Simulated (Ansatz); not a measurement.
All numbers below come from DFT PBE, scalar-relativistic, plane waves, PAW (Ansatz). Settings: cutoff 420 eV, Γ-centred meshes spaced at most about 0.3 Å⁻¹, and about 0.25 Å⁻¹ or finer for metals (2π included), Gaussian smearing. No spin polarisation.

All energies are static (0 K, no zero-point motion).

Task: Order these relaxed structures of SrSn2O3 by energy, lowest first, with the energy over the lowest of them.
A.

```
CELL_PARAMETERS angstrom
4.09108 0.00000 0.00000
-2.04554 3.54298 0.00000
0.00000 0.00000 12.94232
ATOMIC_POSITIONS crystal
Sr 0.00000 0.00000 0.50000
Sn 0.00000 0.00000 0.15314
Sn 0.00000 0.00000 0.84686
O 0.33333 0.66667 0.50000
O 0.66667 0.33333 0.50000
O 0.00000 0.00000 0.00000
```

B.

```
CELL_PARAMETERS angstrom
5.72634 0.00000 0.00000
-2.86317 4.95915 0.00000
0.00000 0.00000 6.14177
ATOMIC_POSITIONS crystal
Sr 0.00000 0.00000 0.51388
Sn 0.66667 0.33333 0.21484
Sn 0.33333 0.66667 0.21484
O 0.50000 0.50000 0.41669
O 0.50000 0.00000 0.41669
O 0.00000 0.50000 0.41669
```

C.

```
CELL_PARAMETERS angstrom
4.67298 0.00000 0.00000
-2.33649 4.04692 0.00000
0.00000 0.00000 5.33186
ATOMIC_POSITIONS crystal
Sr 0.00000 0.00000 0.00000
Sn 0.33333 0.66667 0.37161
Sn 0.66667 0.33333 0.62839
O 0.33333 0.66667 0.76272
O 0.66667 0.33333 0.23728
O 0.00000 0.00000 0.50000
```

Result: B (0 meV/atom), C (293 meV/atom), A (939 meV/atom). Forms: B P6mm; C P-3m1; A P6/mmm. Counting O atoms around Sn and Sr (those within 1.25 times the shortest such distance or 1.15 times the sum of covalent radii; a plus sign parts nearer from farther groups): B has Sr 6, Sn 3; C has Sr 2+6, Sn 1; A has Sr 6, Sn 1. All come from invented guesses.

Weakly bound directions are ill-defined at this level, which has no dispersion term (P6mm, P6/mmm), and this can change margins and order among such cells. Cells relaxed within their symmetry can be saddle points. Some types were kept out of the candidates beforehand, so the set may lack a known form.
